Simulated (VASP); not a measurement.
CsPbBr3:

```
Pb Cs Br
1.0
     5.87000    0.00000    0.00000
     0.00000    5.87000    0.00000
     0.00000    0.00000    5.87000
Pb Cs Br
1 1 3
Cartesian
  2.9350 2.9350 2.9350
  0.0000 0.0000 0.0000
  2.9350 2.9350 0.0000
  2.9350 0.0000 2.9350
  0.0000 2.9350 2.9350
```

Measurements of this composition are mostly on another form, of space group No. 62.

* Program: VASP 6.6.1
* Task: relaxation of cell and atoms
* Functional: LDA
* Potentials or basis: VASP PAW LDA potentials, release 64 (Pb_d, Cs_sv, Br)
* Cutoff: 600 eV
* k mesh: 4 × 4 × 4
* Occupations: gaussian, width 0.02 eV
* Spin: no spin polarisation

At the start: pressure -1.0 GPa; volume 40.45 Å³/atom.

Task: How do energy, volume and symmetry change on relaxing?

Result: Over 3 steps the energy falls by 5.6 meV/atom and the volume is 38.75 Å³/atom (-4.2 %); space group Pm-3m (No. 221, to 0.05 Å).

Step by step:
```csv
step,energy change (eV),largest force (eV/Å),pressure (GPa),volume (Å³)
1,0.0000,0.0000,-1.00,202.26
2,-0.0271,0.0000,-0.16,194.98
3,-0.0278,0.0000,-0.02,193.76
```

Final structure:
```
Pb Cs Br
1.0
     5.78654    0.00000    0.00000
     0.00000    5.78654    0.00000
     0.00000    0.00000    5.78654
Pb Cs Br
1 1 3
Direct
  0.50000 0.50000 0.50000
  0.00000 0.00000 0.00000
  0.50000 0.50000 0.00000
  0.50000 0.00000 0.50000
  0.00000 0.50000 0.50000
```
